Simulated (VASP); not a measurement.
# Settings for PbS: self-consistent run

PbS, Cmcm (no. 63), 4 atoms in the cell. RevPBE; PAW potentials Pb_d, S (PBE set). VASP 6.6.1.

Wanted: levels at the zone centre within 0.01 eV.

What the run is for: levels; Accuracy asked: standard.

Levels at the zone centre: counted from the valence top at that point.

POSCAR:
```
PbS
1.0
    2.0799526950     -5.9912968650      0.0000000000
    2.0799526950      5.9912968650      0.0000000000
    0.0000000000      0.0000000000      4.2793209400
Pb S
2 2
Direct
    0.1305633500      0.8694366500      0.2500000000
    0.8694366500      0.1305633500      0.7500000000
    0.3547970900      0.6452029100      0.2500000000
    0.6452029100      0.3547970900      0.7500000000
```

The series start from Plane-wave cutoff (eV): 340; k-point mesh: 6 × 6 × 5; Precision mode (PREC): Accurate; Electronic threshold (eV): 1e-6; Bands in all (NBANDS): 32; Aspherical gradient terms in the spheres (LASPH): yes; Electronic algorithm: ALGO=Normal; Use of symmetry (ISYM): defaults; Placing of the Fermi level (EFERMI): EFERMI=MIDGAP. Each series keeps the choices made before it, and each single choice may use up half of a tolerance.

## Plane-wave cutoff (eV)

| Plane-wave cutoff (eV) | Levels at the zone centre, largest deviation (eV) | SCF iterations | Time (s) |
|---|---|---|---|
| 210 | 0.004 | 13 | 12 |
| 260 | 0.001 | 13 | 15 |
| 300 | 0.001 | 13 | 14 |
| 340 | 0.000 | 13 | 23 |
| 390 | 0.000 | 13 | 30 |
| 460 | 0.000 | 13 | 36 |
| 550 | 0.000 | 13 | 46 |
| 690 (reference) | 0.000 | 13 | 88 |

Chosen: 210, the loosest value from which every tighter one stays within half of the tolerance.

## k-point mesh

| k-point mesh | Levels at the zone centre, largest deviation (eV) | SCF iterations | Time (s) |
|---|---|---|---|
| 2 × 2 × 2 | 0.038 | 15 | 4.2 |
| 3 × 3 × 2 | 0.015 | 13 | 4.6 |
| 3 × 3 × 3 | 0.003 | 13 | 4.8 |
| 4 × 4 × 4 | 0.002 | 13 | 6.3 |
| 5 × 5 × 4 | 0.002 | 13 | 7.9 |
| 6 × 6 × 5 | 0.001 | 13 | 12 |
| 7 × 7 × 7 | 0.000 | 13 | 15 |
| 9 × 9 × 8 | 0.000 | 13 | 31 |
| 11 × 11 × 10 (reference) | 0.000 | 13 | 46 |

Chosen: 3 × 3 × 3.

## Precision mode (PREC)

| Precision mode (PREC) | Levels at the zone centre, largest deviation (eV) | SCF iterations | Time (s) |
|---|---|---|---|
| SingleN | 0.010 | 13 | 2.3 |
| Normal | 0.001 | 13 | 2.4 |
| Single | 0.001 | 13 | 3.6 |
| Accurate (reference) | 0.000 | 13 | 4.8 |

Chosen: Normal.

## Electronic threshold (eV)

| Electronic threshold (eV) | Levels at the zone centre, largest deviation (eV) | SCF iterations | Time (s) |
|---|---|---|---|
| 0.001 | 0.003 | 10 | 2.2 |
| 0.0001 | 0.001 | 11 | 2.5 |
| 1e-5 | 0.000 | 12 | 2.4 |
| 1e-6 | 0.000 | 13 | 2.4 |
| 1e-7 | 0.000 | 14 | 2.8 |
| 1e-8 (reference) | 0.000 | 17 | 3.1 |

Chosen: 0.001.

## Bands in all (NBANDS)

| Bands in all (NBANDS) | Levels at the zone centre, largest deviation (eV) | SCF iterations | Time (s) |
|---|---|---|---|
| 21 | 0.057 | 10 | 1.9 |
| 22 | 0.005 | 10 | 1.8 |
| 24 | 0.003 | 10 | 2.1 |
| 26 | 0.004 | 10 | 1.9 |
| 32 | 0.002 | 10 | 2.2 |
| 44 (reference) | 0.000 | 10 | 2.5 |

Chosen: 22.

## Aspherical gradient terms in the spheres (LASPH)

| Aspherical gradient terms in the spheres (LASPH) | Levels at the zone centre, largest deviation (eV) | SCF iterations | Time (s) |
|---|---|---|---|
| no | 0.004 | 10 | 1.3 |
| yes (reference) | 0.000 | 10 | 1.8 |

Chosen: no.

## Electronic algorithm

| Electronic algorithm | Levels at the zone centre, largest deviation (eV) | SCF iterations | Time (s) |
|---|---|---|---|
| ALGO=Normal | 0.000 | 10 | 1.3 |
| ALGO=Fast | 0.021 | 13 | 1.5 |
| ALGO=VeryFast | 0.091 | 18 | 1.9 |
| ALGO=All ISEARCH=1 | 0.025 | 12 | 1.9 |
| ALGO=All ISEARCH=0 | 0.025 | 12 | 1.6 |
| ALGO=Damped TIME=0.4 | 0.096 | 18 | 1.6 |
| ALGO=Damped TIME=0.1 | 0.098 | 27 | 2.2 |

Chosen: ALGO=Normal; no other choice that stays within half of the tolerance saves 30 % of the time.

## Use of symmetry (ISYM)

| Use of symmetry (ISYM) | Levels at the zone centre, largest deviation (eV) | SCF iterations | Time (s) |
|---|---|---|---|
| defaults | 0.000 | 10 | 1.3 |
| ISYM=1 | 0.000 | 10 | 1.5 |
| ISYM=0 | 0.000 | 10 | 2.0 |
| ISYM=-1 | 0.000 | 10 | 2.7 |

Chosen: defaults.

## Placing of the Fermi level (EFERMI)

| Placing of the Fermi level (EFERMI) | Levels at the zone centre, largest deviation (eV) | SCF iterations | Time (s) |
|---|---|---|---|
| EFERMI=MIDGAP | 0.000 | 10 | 1.3 |
| EFERMI=LEGACY | 0.000 | 10 | 1.5 |

Chosen: EFERMI=MIDGAP.

## All choices together

| Input | Levels at the zone centre, largest deviation (eV) | Time (s) |
|---|---|---|
| the program's defaults (naive) | 0.005 | 2.9 |
| chosen settings | 0.006 | 1.3 |
| reference settings throughout | 0.000 | 597 |

The tolerance is met.

Values of the reference run: Levels at the zone centre: -0.9785, 0, 5.206 eV from the valence top at Gamma.

## The input

INCAR:
```
SYSTEM = PbS
GGA = RE ; ISMEAR = 0
SIGMA = 0.03 ; LWAVE = .False.
LCHARG = .False. ; ISIF = 2
PREC = Normal ; LASPH = .False.
LREAL = .False. ; ALGO = Normal
EDIFF = 0.001 ; NELM = 120
GGA_COMPAT = .False. ; ENCUT = 210
EFERMI = MIDGAP ; KPAR = 2
NBANDS = 22
```

KPOINTS:
```
Automatic mesh
0
Gamma
  3 3 3
  0 0 0
```

Commands:
```
cat potpaw_PBE.64/Pb_d/POTCAR potpaw_PBE.64/S/POTCAR > POTCAR
mpirun -np 2 vasp_std > vasp.out
```

The naive input happens to agree within the tolerance here, in 2.9 s.

The chosen input took VASP 6.6.1 1.3 s on 2 cores (Intel Xeon 6975P-C (Granite Rapids)), a shared host.
